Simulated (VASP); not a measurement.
# Cu (Cmce) in VASP: notebook

The runs below take Cu through relaxation of cell and atoms, single point, with PBEsol.

All numbers are computed with VASP 6.6.1; they aren't measurements. Logs are shortened: lines on timing, memory, paths and dates and some standing lists are left out, and cuts for length are marked.

## Step 1: The structure

Symmetry: Cmce, No. 64, orthorhombic system. Conventional cell: a = 3.845 Å, b = 6.517 Å, c = 3.850 Å, α = 90.00°, β = 90.00°, γ = 90.00°. Cu (site symmetry m) has 7 Cu at 2.08 to 2.38 Å as nearest neighbours.

The cell was built by a generator and needn't be a form met in nature.

## Step 2: Relaxation of cell and atoms, PBEsol

The input, INCAR:

```
ALGO     = Normal         # electronic algorithm
EDIFF    = 1E-7           # SCF threshold, eV
EDIFFG   = -0.04          # ionic threshold
ENCUT    = 600            # plane-wave cutoff, eV
GGA      = PS             # functional
IBRION   = 2              # ionic algorithm
ISIF     = 3              # what is computed and relaxed
ISMEAR   = 0              # smearing method
LASPH    = True           # aspherical terms in the spheres
LCHARG   = False          # write CHGCAR
LREAL    = False          # projectors in reciprocal space
LWAVE    = False          # write WAVECAR
NELM     = 100            # most SCF steps
NSW      = 90             # ionic steps
PREC     = Accurate       # precision mode
SIGMA    = 0.1            # smearing width, eV
```

The input, KPOINTS:

```
k-points
0
Gamma
  6 6 4
```

The input, POSCAR:

```
Cu
1.0
    1.9225321094     -3.2583353959      0.0000000000
    1.9225321094      3.2583353959      0.0000000000
    0.0000000000      0.0000000000      3.8501788098
Cu
4
Direct
    0.1525000000      0.8475000000      0.0785000000
    0.6525000000      0.3475000000      0.4215000000
    0.8475000000      0.1525000000      0.9215000000
    0.3475000000      0.6525000000      0.5785000000
```

Potentials or basis: VASP PAW PBE potentials, release 64 (Cu).

The run is started by

```console
> cat potpaw_PBE.64/Cu/POTCAR > POTCAR
> mpirun -np 1 vasp_std > vasp.out
```

OUTCAR:

```text
EDIFF = 1E-7
   EDIFFG = -0.04
   ENCUT = 600
   GGA = PS
   IBRION = 2
   ISIF = 3
   ISMEAR = 0
   LASPH = True
   LREAL = False
   NELM = 100
   NSW = 90
   PREC = Accurate

 ion  position               nearest neighbor table
   1  0.153  0.847  0.078-   3 2.08   4 2.31   4 2.31   2 2.33   2 2.33   3 2.38   3 2.38
   2  0.653  0.347  0.422-   4 2.08   3 2.31   3 2.31   1 2.33   1 2.33   4 2.38   4 2.38
   3  0.847  0.153  0.922-   1 2.08   2 2.31   2 2.31   4 2.33   4 2.33   1 2.38   1 2.38
   4  0.347  0.653  0.578-   2 2.08   1 2.31   1 2.31   3 2.33   3 2.33   2 2.38   2 2.38

  LATTYP: Found a base centered orthorhombic cell.
 ALAT       =     3.8450642188
 B/A-ratio  =     1.6948145521
 C/A-ratio  =     1.0013301705

  Lattice vectors:

 A1 = (   1.9225321094,  -3.2583353959,   0.0000000000)
 A2 = (   1.9225321094,   3.2583353959,   0.0000000000)
 A3 = (   0.0000000000,   0.0000000000,   3.8501788098)

Analysis of symmetry for initial positions (statically):
=====================================================================
 Subroutine PRICEL returns:
 Original cell was already a primitive cell.

 Routine SETGRP: Setting up the symmetry group for a
 base centered orthorhombic supercell.

 Subroutine GETGRP returns: Found  8 space group operations
 (whereof  4 operations were pure point group operations)
 out of a pool of  8 trial point group operations.

The static configuration has the point symmetry C_2h.
 The point group associated with its full space group is D_2h.

Analysis of symmetry for dynamics (positions and initial velocities):
=====================================================================
 Subroutine PRICEL returns:
 Original cell was already a primitive cell.

 Routine SETGRP: Setting up the symmetry group for a
 base centered orthorhombic supercell.

 Subroutine GETGRP returns: Found  8 space group operations
 (whereof  4 operations were pure point group operations)
 out of a pool of  8 trial point group operations.

The dynamic configuration has the point symmetry C_2h.
 The point group associated with its full space group is D_2h.

 Subroutine INISYM returns: Found  8 space group operations
 (whereof  4 operations are pure point group operations),
 and found     1 'primitive' translations

----------------------------------------------------------------------------------------

                                     Primitive cell
[... 118 lines left out ...]
  Thomas-Fermi vector in A             =   2.686808
   LORBIT       =      0    0 simple, 1 ext, 2 COOP (PROOUT), +10 PAW based schemes
   GGA     = PS    functional components
   LHFCALC =     F    Hartree Fock is set to
   AEXX    =    0.0000 exact exchange contribution
   IVDW    =     0    specifies the selected vdW correction
   LEPSILON=     F    determine dielectric tensor
   LRPA    =     F    only Hartree local field effects (RPA)
 conjugate gradient relaxation of ions
 non-spin polarized calculation
 Gauss-broadening in eV      SIGMA  =   0.10
  energy-cutoff  :      600.00
  volume of cell :       48.24
 maximum number of plane-waves:      1625
   NGX = 15   NGY = 15   NGZ = 15

--------------------------------------- Ionic step        1  -------------------------------------------

 number of electron      43.9999995 magnetization

 Free energy of the ion-electron system (eV)
  ---------------------------------------------------
  ext. energy  EPLUGINS =         0.00000000
  ---------------------------------------------------
  free energy    TOTEN  =       -14.35015807 eV

  energy without entropy =      -14.34754913  energy(sigma->0) =      -14.34885360

------------------------ aborting loop because EDIFF is reached ----------------------------------------

  FORCE on cell =-STRESS in cart. coord.  units (eV):
  Direction    XX          YY          ZZ          XY          YZ          ZX
  --------------------------------------------------------------------------------------
  -------------------------------------------------------------------------------------
  Total        3.7507209     11.5730033      5.8310851      0.0000000      0.0000000      0.0000000
  in kB      124.5790593    384.3938021    193.6777277      0.0000000      0.0000000      0.0000000
  external PRESSURE =     234.2168630 kB  Pullay stress =       0.0000000 kB
[... 95 lines left out ...]
  FREE ENERGIE OF THE ION-ELECTRON SYSTEM (eV)
  ---------------------------------------------------
  free  energy   TOTEN  =       -15.0095293779 eV

  energy  without entropy=      -15.0056756420  energy(sigma->0) =      -15.00760251

[... ionic steps 4 to 46 ...]

--------------------------------------- Ionic step       47  -------------------------------------------

 number of electron      43.9999997 magnetization

------------------------ aborting loop because EDIFF is reached ----------------------------------------
[... 71 lines left out ...]
--------------------------------------- Ionic step       49  -------------------------------------------

 number of electron      43.9999993 magnetization

 Free energy of the ion-electron system (eV)
  ---------------------------------------------------
  ext. energy  EPLUGINS =         0.00000000
  ---------------------------------------------------
  free energy    TOTEN  =       -16.44839020 eV

  energy without entropy =      -16.43921622  energy(sigma->0) =      -16.44380321

 E-fermi :   7.2026     XC(G=0): -12.8261

 val. band max:        7.1952014691   @ k =   0.5000  -0.0000   0.2500
 cond. band min:       7.2161315613   @ k =   0.5000  -0.0000   0.0000
 fundamental gap:      0.0209300921
 Fermi energy:         7.2026330153

 k-point     1 :       0.0000    0.0000    0.0000
  band No.  band energies     occupation
      1      -2.0404      2.00000
      2       2.1274      2.00000
      3       2.2022      2.00000
      4       2.5117      2.00000
      5       2.8913      2.00000
      6       3.4006      2.00000
[... 685 lines left out ...]
     25      15.6460      0.00000
     26      16.3460      0.00000

 [... further k-points ...]

------------------------ aborting loop because EDIFF is reached ----------------------------------------

  FORCE on cell =-STRESS in cart. coord.  units (eV):
  Direction    XX          YY          ZZ          XY          YZ          ZX
  --------------------------------------------------------------------------------------
  -------------------------------------------------------------------------------------
  Total        0.0546619     -0.0167014      0.0741846      0.0000000      0.0000000      0.0000000
  in kB        1.8378453     -0.5615339      2.4942393      0.0000000      0.0000000      0.0000000
  external PRESSURE =       1.2568502 kB  Pullay stress =       0.0000000 kB
[... 19 lines left out ...]
  FREE ENERGIE OF THE ION-ELECTRON SYSTEM (eV)
  ---------------------------------------------------
  free  energy   TOTEN  =       -16.4483901972 eV

  energy  without entropy=      -16.4392162244  energy(sigma->0) =      -16.44380321

 reached required accuracy - stopping structural energy minimisation
```

CONTCAR:

```text
Cu
   1.00000000000000
     1.2746578624746849   -4.4711154228907217   -0.0000000000000000
     1.2746578624746849    4.4711154228907217    0.0000000000000000
     0.0000000000000000    0.0000000000000000    4.1806798005617374
  Cu
     4
Direct
     0.1327388285292561    0.8672611714707437    0.0001306817257712
     0.6327388285292563    0.3672611714707440    0.4998693182742286
     0.8672611714707437    0.1327388285292561    0.9998693182742286
     0.3672611714707439    0.6327388285292563    0.5001306817257712

  0.00000000E+00  0.00000000E+00  0.00000000E+00
  0.00000000E+00  0.00000000E+00  0.00000000E+00
  0.00000000E+00  0.00000000E+00  0.00000000E+00
  0.00000000E+00  0.00000000E+00  0.00000000E+00
```

Run time: 21 min. Hardware: 1 thread of Intel Xeon Platinum 8488C (Sapphire Rapids), shared host; peak memory 0.2 GiB.

What came out:

```yaml
Free_energy: -16.4484 eV
Relaxed_volume: 11.91 Å³/atom
Relaxed_cell: a = 4.649 Å, b = 4.649 Å, c = 4.181 Å, α = 90.00°, β = 90.00°, γ = 148.18°
Space_group_after_relaxing_to_0.05_Å: Fmmm (No. 69)
Energy_gained_by_relaxing: 524.6 meV/atom
Ionic_steps: 49
Pressure_after_relaxing: 0.1 GPa
Largest_force_after_relaxing: 0.013 eV/Å
Band_gap_on_the_k_mesh: none (metal or under the smearing width)
```

Forces on the atoms (eV/Å):
```
Cu   0.000  0.010 -0.008
Cu   0.000  0.010  0.008
Cu   0.000 -0.010  0.008
Cu   0.000 -0.010 -0.008
```

The path:
```
step  energy change (eV)  largest force (eV/Å)  pressure (GPa)  volume (Å³)
   1              0.0000                1.3939           23.42        48.24
   3             -0.6594                0.2260            0.46        55.91
   5             -0.6681                0.1676           -0.60        56.36
   7             -0.6780                0.1338           -1.48        56.65
   9             -0.7141                0.0786            0.51        55.39
  11             -0.7911                1.3137           10.46        50.13
  13             -0.7978                1.3352           10.76        49.93
  15             -0.7953                1.5821           12.87        49.13
  17             -0.7770                1.8768           15.60        48.23
  19             -0.7821                1.9118           15.95        48.12
  21             -0.7988                2.0595           17.07        47.66
  23             -0.8217                2.2141           18.77        47.06
  25             -0.9470                2.0443           17.06        47.21
  27             -1.1729                1.8479           12.76        47.76
  29             -1.4042                1.3083            5.96        49.11
  31             -1.5942                0.4637           -4.60        52.05
  33             -1.7949                0.3806           -3.76        50.82
  35             -1.9033                0.1545           -0.97        49.32
  37             -1.9183                0.1289           -0.30        48.99
  39             -1.9819                0.2657            5.45        46.59
  41             -2.0200                0.2961            4.12        46.79
  43             -2.0616                0.4314            0.89        47.36
  45             -2.0775                0.3938            1.21        47.25
  47             -2.0973                0.0500           -0.50        47.85
  49             -2.0982                0.0131            0.13        47.65
```

Final structure:
```
Cu
1.0
     1.27466   -4.47112    0.00000
     1.27466    4.47112    0.00000
     0.00000    0.00000    4.18068
Cu
4
Direct
  0.13274 0.86726 0.00013
  0.63274 0.36726 0.49987
  0.86726 0.13274 0.99987
  0.36726 0.63274 0.50013
```

Levels at points of the mesh, in eV from the Fermi level:
```csv
k point,band 20,band 21,band 22,band 23,band 24,band 25
"(0.00, 0.00, 0.00)",-1.35,-1.30,-1.19,-0.90,2.60,3.86
"(0.50, 0.00, 0.00)",-1.50,0.01,0.01,2.90,2.90,7.72
"(0.50, 0.50, 0.00)",-1.40,-1.38,-1.27,1.90,2.71,4.45
"(0.00, 0.00, 0.50)",-1.92,-1.91,-1.91,2.11,2.11,3.29
"(0.50, 0.00, 0.50)",-1.40,0.13,0.13,2.01,2.01,3.75
"(0.50, 0.50, 0.50)",-1.72,-1.68,-1.68,-1.49,-1.49,11.21
```

Caveat: the k mesh is coarse (spacing up to 0.41 Å⁻¹), so the values aren't converged; the PAW data sets were made with another functional, which shifts forces and pressure a little.

(Part 1 of 3 ends here.)
